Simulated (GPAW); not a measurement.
# TePb (Fm-3m) in GPAW: notebook, part 2 of 2

GPAW 26.7.0. The steps go on from the part before.

## Step 4: Band structure, r2SCAN

run.py reads:

```python
from ase import Atoms
from ase.dft.bandgap import bandgap
from ase.io import write
from ase.units import Bohr, GPa
from gpaw import GPAW, PW
from gpaw.elf import elf_from_dft_calculation

atoms = Atoms(['Pb', 'Te'],
              cell=[[0.0, 3.231, 3.231],
                    [3.231, 0.0, 3.231],
                    [3.231, 3.231, 0.0]],
              scaled_positions=[[0.0, 0.0, 0.0],
                                [0.5, 0.5, 0.5]],
              pbc=True)

calc = GPAW(mode=PW(600),
            xc='MGGA_X_R2SCAN+MGGA_C_R2SCAN',
            kpts={'size': (7, 7, 7), 'gamma': True},
            occupations={'name': 'fermi-dirac', 'width': 0.05},
            nbands=19,
            convergence={'density': 1e-05, 'energy': 1e-05},
            maxiter=150,
            txt='gpaw.txt')
atoms.calc = calc
energy = atoms.get_potential_energy()
forces = atoms.get_forces()
stress = atoms.get_stress()
calc.write('gs.gpw')
write('result.traj', atoms)
print(f'Energy: {energy:.6f} eV')
print('Forces (eV/A):')
print(forces.round(4))
print('Stress (GPa):', (stress / GPa).round(3))
print('Fermi level:', round(calc.get_fermi_level(), 4), 'eV')
print(f'Gap: {bandgap(calc)[0]:.4f} eV, direct: {bandgap(calc, direct=True)[0]:.4f} eV')

# fields on the real-space grid
write('density.cube', atoms, data=calc.get_pseudo_density() * Bohr**3)
write('potential.cube', atoms, data=calc.get_electrostatic_potential())
write('elf.cube', atoms, data=elf_from_dft_calculation(calc).data)

path = atoms.cell.bandpath('GXWKGLUWLK,UX', npoints=80, eps=1e-4)
bs_calc = calc.fixed_density(kpts=path, symmetry='off', nbands=32,
                             convergence={'bands': 'CBM+6.0', 'eigenstates': 1e-6}, txt='bands.txt')
bs = bs_calc.band_structure()
bs.write('bs.json')
print(f'Gap on the path: {bandgap(bs_calc)[0]:.4f} eV')
```

Potentials or basis: GPAW PAW data sets (gpaw-data 1.2.1), pw.

Run with:

```console
$ OMP_NUM_THREADS=1 python run.py
```

gpaw.txt:

```text
__  _  _
 | _ |_)|_||  |
 |__||  | ||/\| - 26.7.0

Input parameters:
  mode=PW(ecut=600.0),
  convergence={'density': 1e-05, 'energy': 1e-05},
  kpts=MonkhorstPack(size=(7, 7, 7), gamma=True),
  maxiter=150,
  nbands=19,
  occupations=Occupations(name='fermi-dirac', width=0.05),
  xc=XC(name='MGGA_X_R2SCAN+MGGA_C_R2SCAN')

Diagonalizing LCAO Hamiltonian
Converting LCAO to pw mode

                 Te

       Pb

Atoms  # Å, Bohr magnetons
|   | symbol |        x |        y |        z |    initial magnetic moments |
|---|--------|----------|----------|----------|-----------------------------|
| 0 |     Pb | 0.000000 | 0.000000 | 0.000000 | ( 0.0000,  0.0000,  0.0000) |
| 1 |     Te | 3.231000 | 3.231000 | 3.231000 | ( 0.0000,  0.0000,  0.0000) |

Unit cell  # Å
| periodic |        x |        y |        z |  lengths |    angles |
|----------|----------|----------|----------|----------|-----------|
|      yes | 0.000000 | 3.231000 | 3.231000 | 4.569324 | 60.000000 |
|      yes | 3.231000 | 0.000000 | 3.231000 | 4.569324 | 60.000000 |
|      yes | 3.231000 | 3.231000 | 0.000000 | 4.569324 | 60.000000 |

Number of symmetries: 48
Symmetry operations  # r_c * U_cc + t_c -> r_c
|    | kind |            matrix            |
|----|------|------------------------------|
|  0 |  σ   |  1, 0, 0,  1, 0,-1,  1,-1, 0 |
|  1 |  C2  |  1, 0, 0,  1,-1, 0,  1, 0,-1 |
|  2 |  E   |  1, 0, 0,  0, 1, 0,  0, 0, 1 |
|  3 |  σ   |  1, 0, 0,  0, 0, 1,  0, 1, 0 |
|  4 |  C4  |  1, 0,-1,  1, 0, 0,  1,-1, 0 |
|  5 |  S6  |  1, 0,-1,  1,-1, 0,  1, 0, 0 |
|  6 |  σ   |  1, 0,-1,  0, 1,-1,  0, 0,-1 |
|  7 |  C3  |  1, 0,-1,  0, 0,-1,  0, 1,-1 |
|  8 |  S6  |  1,-1, 0,  1, 0, 0,  1, 0,-1 |
|  9 |  C4  |  1,-1, 0,  1, 0,-1,  1, 0, 0 |
| 10 |  C3  |  1,-1, 0,  0,-1, 1,  0,-1, 0 |
| 11 |  σ   |  1,-1, 0,  0,-1, 0,  0,-1, 1 |
| 12 |  σ   |  0, 1, 0,  1, 0, 0,  0, 0, 1 |
| 13 |  C4  |  0, 1, 0,  0, 1,-1, -1, 1, 0 |
| 14 |  C3  |  0, 1, 0,  0, 0, 1,  1, 0, 0 |
| 15 |  S6  |  0, 1, 0, -1, 1, 0,  0, 1,-1 |
| 16 |  C2  |  0, 1,-1,  1, 0,-1,  0, 0,-1 |
| 17 |  σ   |  0, 1,-1,  0, 1, 0, -1, 1, 0 |
| 18 |  S4  |  0, 1,-1,  0, 0,-1,  1, 0,-1 |
| 19 |  C4  |  0, 1,-1, -1, 1, 0,  0, 1, 0 |
| 20 |  C3  |  0, 0, 1,  1, 0, 0,  0, 1, 0 |
| 21 |  σ   |  0, 0, 1,  0, 1, 0,  1, 0, 0 |
| 22 |  S6  |  0, 0, 1,  0,-1, 1, -1, 0, 1 |
| 23 |  C4  |  0, 0, 1, -1, 0, 1,  0,-1, 1 |
| 24 |  S4  |  0, 0,-1,  1, 0,-1,  0, 1,-1 |
| 25 |  C3  |  0, 0,-1,  0, 1,-1,  1, 0,-1 |
| 26 |  C2  |  0, 0,-1,  0,-1, 0, -1, 0, 0 |
[... 115 lines left out ...]

    Using partial waves for Te as LCAO basis

Reference energy: -752065.146798  # eV

eigensolver:
  PPCG
  Converge bands: occupied
  niter=2

density mixing:
  MSR1-Mixer
  Pratt-step length: 0.05
  Maximum mixing coefficient: 0.75
  Old densities: 10
  SVD Regularization: 0.005
  Good broyden scale: 1.0
  Trust region scale: 1.0
  Backstep threshold: 4.0
  History deletion threshold: 6.0
  Fourier metric: weight=20.0, sigma=0.015

occupation numbers:
  Fermi-Dirac:
    width: 0.0500  # eV

poisson solver:
  ecut: 4800.0  # eV

xc functional:
  name: MGGA_X_R2SCAN+MGGA_C_R2SCAN with 2 nearest neighbor stencil

convergence criteria:
- Maximum integral of absolute [dens]ity change: 1e-05 electrons / valence electron
- Maximum [total energy] change in last 3 cyles: 1e-05 eV / valence electron
- Maximum integral of absolute [eigenst]ate change: 4e-08 eV^2 / valence electron
maximum number of iterations: 150

SCF iterations
|iter     | |      energy | eigst |  dens |
|---------|-|-------------|-------|-------|
|iter:   1| |  -43.378655 | -0.10 |       |
|iter:   2| |  -40.010124 | -1.00 | -1.38 |
|iter:   3| |-45565.039327 | +4.03 | -1.34 |
|iter:   4| |  -17.916134 | +1.45 | +1.28 |
|iter:   5| |  -39.850179 | +0.80 | -0.54 |
|iter:   6| |  -39.962721 | -1.12 | -1.43 |
|iter:   7| |  -39.960573 | -2.80 | -1.89 |
|iter:   8| |  -39.963475 | -3.27 | -2.05 |
|iter:   9| |  -39.967832 | -3.56 | -2.36 |
|iter:  10| |  -39.968715 | -3.15 | -2.14 |
|iter:  11| |  -39.968077 | -4.72 | -2.34 |
|iter:  12| |  -39.967398 | -4.59 | -2.47 |
|iter:  13| |  -39.967245 | -4.92 | -2.82 |
|iter:  14| |  -39.967259c| -5.67 | -3.45 |
|iter:  15| |  -39.967261c| -6.37 | -3.96 |
|iter:  16| |  -39.967261c| -8.28c| -4.74 |
|iter:  17| |  -39.967261c| -8.22c| -5.29c|

Converged in 17 steps
Energy contributions relative to reference atoms: (reference = -752065.146798)

Energy contributions:
  Kinetic:          23.396013
  Coulomb:         -23.068309
  Zero:             -0.074143
  External:          0.000000
  Xc:              -40.220821
  Entropy:          -0.000000
  Spinorbit:         0.000000
  ----------------------------
  Free energy:     -39.967261
  Extrapolated:    -39.967261

dipole moment: (-27.252261, -27.252261, -27.252261)  # |e|*Ang

Fermi level: 6.112
Eigenvalues  # (at kpt = [0.000, 0.000, 0.000])
| band index |      eig [eV] | occ [0-2] |
|------------|---------------|-----------|
|          0 |       -11.833 |     2.000 |
|        ... |               |           |
|          2 |       -11.814 |     2.000 |
|          3 |       -11.814 |     2.000 |
|          4 |       -11.814 |     2.000 |
|          5 |        -6.942 |     2.000 |
|          6 |        -0.006 |     2.000 |
|          7 |         4.041 |     2.000 |
[... 9 lines left out ...]
|         17 |        13.785 |     0.000 |
|         18 |        14.016 |     0.000 |

Gap: 1.229 eV
Transition (v -> c):
  (s=0, k=19, n=9, [0.43, 0.43, 0.43]) -> (s=0, k=19, n=10, [0.43, 0.43, 0.43])
No difference between direct/indirect transitions

Forces  # eV/Ang
|       x |        y |        z |
|---------|----------|----------|
| 0.00000 |  0.00000 |  0.00000 |  # Pb   0
| 0.00000 | -0.00000 | -0.00000 |  # Te   1

Stress tensor  # eV/Ang^3
|         x |         y |         z |
|-----------|-----------|-----------|
| -0.008067 | -0.000000 | -0.000000 |
| -0.000000 | -0.008067 | -0.000000 |
| -0.000000 | -0.000000 | -0.008067 |

# Writing to gs.gpw (mode='')
```

bands.txt:

```text
Diagonalizing LCAO Hamiltonian
Converting LCAO to pw mode
convergence criteria:
- Maximum integral of absolute [eigenst]ate change: 1e-06 eV^2 / valence electron
maximum number of iterations: 150

SCF iterations
|iter     | |      energy | eigst |  dens |
|---------|-|-------------|-------|-------|
[... 87 lines left out ...]
         [0.41666667, 0.41666667, 0.66666667],
         [0.40277778, 0.40277778, 0.69444444],
         [0.38888889, 0.38888889, 0.72222222],
         [0.375     , 0.375     , 0.75      ],
         [0.625     , 0.25      , 0.625     ],
         [0.59375   , 0.1875    , 0.59375   ],
         [0.5625    , 0.125     , 0.5625    ],
         [0.53125   , 0.0625    , 0.53125   ],
         [0.5       , 0.        , 0.5       ]])),
  maxiter=150,
  nbands=32,
  occupations=Occupations(name='fermi-dirac', width=0.05),
  symmetry=Symmetry(point_group=False, time_reversal=False),
  xc=XC(name='MGGA_X_R2SCAN+MGGA_C_R2SCAN')
```

Run time: 4.5 min. Hardware: 1 thread of Arm Neoverse V2, shared host; peak memory 0.47 GiB.

What came out:

| Property | Result |
| --- | --- |
| Free energy | -39.9673 eV |
| Pressure | 1.3 GPa |
| Band gap along the path | 0.98 eV, direct |

Levels at the corners of the path, in eV from the Fermi level:
```
point  band 8  band 9  band 10  band 11  band 12  band 13
    Γ   -2.07   -2.07    -2.07     3.77     3.77     3.77
    X   -5.26   -3.54    -3.54     3.03     5.25     5.25
    W   -4.53   -4.53    -0.99     1.31     5.02     5.02
    K   -4.87   -3.02    -2.72     3.30     3.43     4.94
    Γ   -2.07   -2.07    -2.07     3.77     3.77     3.77
    L   -1.59   -1.59    -0.52     0.45     0.83     0.83
    U   -4.87   -3.02    -2.72     3.30     3.43     4.94
    W   -4.53   -4.53    -0.99     1.31     5.02     5.02
    L   -1.59   -1.59    -0.52     0.45     0.83     0.83
    K   -4.87   -3.02    -2.72     3.30     3.43     4.94
    U   -4.87   -3.02    -2.72     3.30     3.43     4.94
    X   -5.26   -3.54    -3.54     3.03     5.25     5.25
```

Caveat: this odd mesh misses L, where the gap lies, so gap, dielectric constants and Born charges aren't listed; the PAW data sets were made with another functional, which shifts forces and pressure a little; spin-orbit coupling is left out, which moves the levels of the heavy elements.

## Step 5: Summary

| level | potentials or basis | eigensolver | pressure (GPa) |
| --- | --- | --- | --- |
| revPBE | the program's PAW data sets (release 1.2.1) made for this functional, pw | - | 2.9 |
| BLYP | PAW data sets generated in the run's folder for this functional, pw | davidson | 5.1 |
| r2SCAN | GPAW PAW data sets (gpaw-data 1.2.1), pw | - | 1.3 |

Alike in all rows: task band structure; no spin polarisation; cell as given; k mesh 7 × 7 × 7; cutoff (eV) 600; smearing fermi-dirac 0.05 eV.

Caveats: spin-orbit coupling is left out, which moves the levels of the heavy elements; the PAW data sets were made with another functional, which shifts forces and pressure a little (some runs).

Absolute energies hang on the potentials; compare differences alone.

## Step 6: How close it comes

Step 2. A measured gap of TePb is 0.19 eV (direct; 4.2 K; a printed reference work, monograph); the calculated 0.74 eV misses it by +0.55 eV. Spin-orbit coupling on Pb, Te is left out. The value is that of revPBE, without temperature or zero-point motion.

Step 3. A measured gap of TePb is 0.19 eV (direct; 4.2 K; a printed reference work, monograph); the calculated 0.80 eV misses it by +0.61 eV. Spin-orbit coupling on Pb, Te is left out. The value is that of BLYP, without temperature or zero-point motion.

Step 4. Measured gap of TePb: 0.19 eV (direct; 4.2 K; a printed reference work, monograph). This calculation gives 0.98 eV (+0.79 eV). Spin-orbit coupling on Pb, Te is left out. The value is that of r2SCAN, without temperature or zero-point motion.
